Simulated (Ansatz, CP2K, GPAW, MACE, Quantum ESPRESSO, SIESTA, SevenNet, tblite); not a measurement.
**Forces in bare YIn3 nanowire along [111] (31 atoms), program by program**

One geometry of bare YIn3 nanowire along [111] (31 atoms) is solved by several programs and methods. How far do their forces lie from a plane-wave PBE run?

Results are calculated, not measured.

## 1. The structure

The cell holds 31 atoms (24 In and 7 Y), with edges of 21.76, 21.39 and 7.97 Å. Recipe: round section of size parameter 5.53 Å cut from Cu3Au-type YIn3 (cell 4.6, 4.6, 4.6, 90, 90, 90) along [111], 1 period, 12 Å of vacuum; not relaxed, displaced by a Gaussian of 0.02 Å. Then every atom was moved at random, 0.05 Å r.m.s. a Cartesian component.

## 2. The reference input

Quantum ESPRESSO 7.5: Kohn-Sham DFT, PBE, SSSP efficiency 1.3.0 pseudopotentials, plane waves. Its input, pw.in:

```
&control
  calculation = 'scf'
  pseudo_dir = './pseudo'
  outdir = './tmp'
  disk_io = 'none'
  tprnfor = .true.
/
&system
  ibrav = 0
  nat = 31
  ntyp = 2
  ecutwfc = 45
  ecutrho = 360
  nosym = .true.
  occupations = 'smearing'
  smearing = 'fd'
  degauss = 0.003675
/
&electrons
  conv_thr = 1.5e-07
  electron_maxstep = 100
  mixing_beta = 0.2
  mixing_mode = 'local-TF'
  diagonalization = 'david'
/
ATOMIC_SPECIES
In 114.818 In.upf
Y 88.906 Y.upf
CELL_PARAMETERS angstrom
21.75807 0.00000 0.00000
0.00000 21.38971 0.00000
0.00000 0.00000 7.96743
ATOMIC_POSITIONS crystal
In 0.42278 0.45343 0.34226
In 0.27630 0.45677 0.34866
In 0.35261 0.32214 0.34214
In 0.42597 0.27649 0.66615
[... 25 atom lines left out ...]
In 0.57490 0.62957 0.99644
In 0.65026 0.49870 0.00885
K_POINTS gamma
```

```console
$ OMP_NUM_THREADS=1 mpirun -np 4 pw.x -in pw.in > output.txt
```

It took 6.1 min on 4 MPI ranks of Arm Neoverse V2, shared host; peak memory 7.2 GiB; 25 min of CPU time.

It converged with an r.m.s. force component of 0.28 eV/Å.

## 3. The other programs

- CP2K 2026.2: Gaussian basis with GTH pseudopotentials and a plane-wave density; labels give functional, basis (MOLOPT sets; SR short-range, UZH the newer set with its own potentials), grid cutoff/relative cutoff and solver (OT: orbital transformation; TRS4, TC2, SIGN: linear-scaling purification with its sparsity filter), or its built-in tight binding.
- GPAW 26.7.0: PAW with atomic orbitals (LCAO), plane waves or a real-space grid of spacing h.
- MACE: machine-learned potential, published weights.
- Quantum ESPRESSO 7.5: plane waves; labels (QE) give functional, pseudopotential set and cutoffs of waves/density.
- SIESTA 5.4.2: numerical atomic orbitals, whose automatically made sets are far from complete, with PseudoDojo norm-conserving potentials that we converted to its format (checked against plane waves on the same files for H, C, O, Si, Ge and Ca alone); labels give functional, basis size, energy shift and mesh cutoff.
- SevenNet: machine-learned potential, published weights.
- tblite 0.8.0: extended tight binding, driven from Python.

All use the same cell and atoms, and the electronic-structure runs the same k-mesh.

## 4. All runs compared

Differences are against the reference: forces as r.m.s. over components, share as that over the reference's r.m.s. force, slope as the fitted ratio of a run's forces to the reference's.

```
                                                                     run  Δ force, r.m.s. (meV/Å)  share (%)  slope  cores  CPU time  memory (GiB)
                                                               reference                        -          -      -      4    25 min           7.2
                   CP2K PBE+D3(BJ), DZVP-UZH, 350/50 Ry, diagonalisation                     35.1       12.3  0.982      2     7 min           3.8
                 CP2K PBE, DZVP-UZH, 122/50 Ry, diagonalisation (coarse)                      837        294  0.990      1   4.4 min           1.0
                 CP2K PBE, DZVP-UZH, 350/30 Ry, diagonalisation (coarse)                     32.3       11.4  1.006      2   5.8 min           3.8
                          CP2K PBE, DZVP-UZH, 350/50 Ry, diagonalisation                     19.2       6.74  0.998      2   7.1 min           3.8
                          CP2K PBE, DZVP-UZH, 489/50 Ry, diagonalisation                     13.4        4.7  1.010      2   9.6 min           6.2
        CP2K PBE, TZVP-MOLOPT (SR for In, Y), 350/50 Ry, diagonalisation                     15.7       5.52  1.000      2   6.4 min           3.8
                          CP2K PBE, TZVP-UZH, 350/50 Ry, diagonalisation                     14.8       5.21  0.999      2   7.8 min           3.8
       CP2K PBEsol, PBE potentials, DZVP-UZH, 350/50 Ry, diagonalisation                     99.1       34.8  0.925      2   7.9 min           3.8
CP2K r2SCAN, SCAN potentials, DZVP-UZH(SCAN), 600/50 Ry, diagonalisation                     81.4       28.6  1.054      4    23 min            10
                                             GPAW PBE, LCAO dzp, h 0.2 Å                     25.4       8.92  1.053      1   3.2 min           2.0
                                   GPAW PBE, LCAO dzp, h 0.28 Å (coarse)                     36.8       12.9  1.061      1      81 s           0.8
                                            GPAW PBE, plane waves 450 eV                     16.4       5.77  0.981      4   9.2 min           2.6
                                          GPAW revPBE, LCAO dzp, h 0.2 Å                     79.9       28.1  1.103      1   3.2 min           2.0
                                             MACE MP-0b2 small potential                      181       63.6  1.157      1     5.6 s          0.67
                                            MACE MP-0b3 medium potential                      126       44.2  0.779      1     6.6 s          0.69
                       QE PBE, sssp-1.3.0-efficiency, 30/240 Ry (coarse)                     9.75       3.43  1.014      4    12 min           4.0
                             SIESTA PBE, DZP, shift 0.01 Ry, mesh 200 Ry                     81.8       28.7  1.021      1   2.5 min          0.87
                             SIESTA PBE, DZP, shift 0.01 Ry, mesh 300 Ry                     81.7       28.7  1.022      1   4.8 min           1.5
                    SIESTA PBE, DZP, shift 0.04 Ry, mesh 300 Ry (coarse)                      280       98.5  1.262      1   2.5 min           1.1
                             SIESTA PBE, TZP, shift 0.01 Ry, mesh 300 Ry                     76.4       26.9  1.022      1   6.1 min           1.7
                                                    SevenNet 0 potential                      154       54.2  0.794      1     6.4 s          0.55
                                                        tblite IPEA1-xTB                      431        152  1.454      1     1.3 s          0.18
```

Rows marked coarse were listed beforehand as settings not expected to be converged; some can still land near the reference.

Times of the machine-learned potentials are mostly Python's start and the loading of weights.

Runs without a result: tblite GFN2-xTB (not converged); CP2K GFN1-xTB, diagonalisation (not converged); CP2K PBE, SZV-MOLOPT-SR, 350/50 Ry, diagonalisation (cut off at its time limit); SIESTA optB88-vdW, PBE potentials, DZP, shift 0.01 Ry, mesh 300 Ry (cut off at its time limit).

CPU time is summed over cores on shared hosts, so it is rough.

## 5. What came out

Forces lie from 3.4 % (QE PBE, sssp-1.3.0-efficiency, 30/240 Ry, coarse) to 294 % (CP2K PBE, DZVP-UZH, 122/50 Ry, diagonalisation, coarse) of the reference's r.m.s. force of 0.28 eV/Å away from it. Other PBE runs on plane waves or a grid: GPAW PBE, plane waves 450 eV 5.8 % of the r.m.s. force; the reference has errors of its own, so differences under a few per cent don't tell which side is nearer the exact PBE result. The PBE runs in local orbitals, coarse settings apart, differ by 4.7 % (CP2K PBE, DZVP-UZH, 489/50 Ry, diagonalisation) to 29 % (SIESTA PBE, DZP, shift 0.01 Ry, mesh 200 Ry); basis, grid and potentials can all enter. Tight binding differs by 152 % (tblite IPEA1-xTB); it is another model, with fitted parameters of its own, and the xTB methods hold dispersion.

Machine-learned potentials differ by 44 % (MACE MP-0b3 medium potential) to 64 % (MACE MP-0b2 small potential); they were trained on other programs' data. Among those trained on PBE data the slope goes as low as 0.78, with a correlation of 0.90, so directions differ as well as sizes. Rows with another functional or a dispersion term differ by 12 % (CP2K PBE+D3(BJ), DZVP-UZH, 350/50 Ry, diagonalisation) to 35 % (CP2K PBEsol, PBE potentials, DZVP-UZH, 350/50 Ry, diagonalisation), which mixes the change of model with differences of basis and potentials, some of them made for another functional. IPEA1-xTB was fitted to ionisation energies and electron affinities, not to forces or charges. Runs with settings chosen to be coarse differ by 3.4 % (QE PBE, sssp-1.3.0-efficiency, 30/240 Ry) to 294 % (CP2K PBE, DZVP-UZH, 122/50 Ry, diagonalisation), their programs' other errors included. From CP2K PBE, DZVP-UZH, 122/50 Ry, diagonalisation to the finer CP2K PBE, DZVP-UZH, 489/50 Ry, diagonalisation the share falls from 294 to 4.7 %. From GPAW PBE, LCAO dzp, h 0.28 Å to the finer GPAW PBE, LCAO dzp, h 0.2 Å the share falls from 13 to 8.9 %.

**Limits.** Periodic xTB results under one method name differ between programs and library versions. The electron count is odd in these runs, and they have no spin polarisation, so the unpaired electron is spread evenly over both spins. Machine-learned potentials mimic data converged in k, so the reference's own k-point error enters their differences. The electron count is odd and the run has no spin polarisation, so levels at the top are partly filled by construction. The electronic-structure runs sample only Γ, in a cell whose periodic width is 8 Å, which is coarse for a cell with partly filled levels. Spin–orbit coupling is left out. Where levels are smeared, the DFT runs use Fermi–Dirac occupations at 580 K (0.05 eV), and energies are free energies. The atoms were displaced at random, and shares hang on the size of the forces that this gives. The reference's cutoffs and mesh weren't converged further here.

[Logs are printed without paths, hosts, clocks, repeated set-up lines and the standing remarks that a program may print on its own settings, such as how far it seeks lower states.]

[Hosts, paths, dates, database ids (printed as entryN), source tags and the programs' standing remarks are cut or masked in the printed files.]

[Cells were taken only where this reference lay near another plane-wave run.]
